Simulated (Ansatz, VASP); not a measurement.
Cu4O in VASP and in Ansatz

```
Cu O
1.0
     4.36183    0.00000    0.00000
     0.00000    4.36183    0.00000
     0.00000    0.00000    4.36183
Cu O
4 1
Direct
  0.50000 0.00000 0.00000
  0.00000 0.50000 0.00000
  0.00000 0.00000 0.50000
  0.00000 0.00000 0.00000
  0.50000 0.50000 0.50000
```

Alike in both runs: functional PBE; k mesh 8 × 8 × 8; occupations gaussian, width 0.01 eV; no spin polarisation.

Ansatz relaxed the structure, and its values are those at the end. VASP's run is a single point on that final structure, the one shown.

|  | VASP | Ansatz |
| --- | --- | --- |
| version | VASP 6.6.1 | Ansatz 0.2.0 |
| potentials or method | VASP PAW PBE potentials, release 64 (Cu, O) | scalar-relativistic, plane waves, PAW |
| plane-wave cutoff (eV) | 520 | 420 |
| valence electrons in the cell | 50 | 82 |

```tsv
	VASP	Ansatz	Ansatz less VASP
gap on the k mesh at the Fermi level (eV)	0.10	0.10	+0.003
least direct gap on the mesh (eV)	0.10	0.10	+0.003
pressure (GPa)	0.2	0.0	-0.18
```

The functional is the same, so the differences come from potentials, cutoffs and numerics. The two sets of potentials don't hold the same shells in valence.
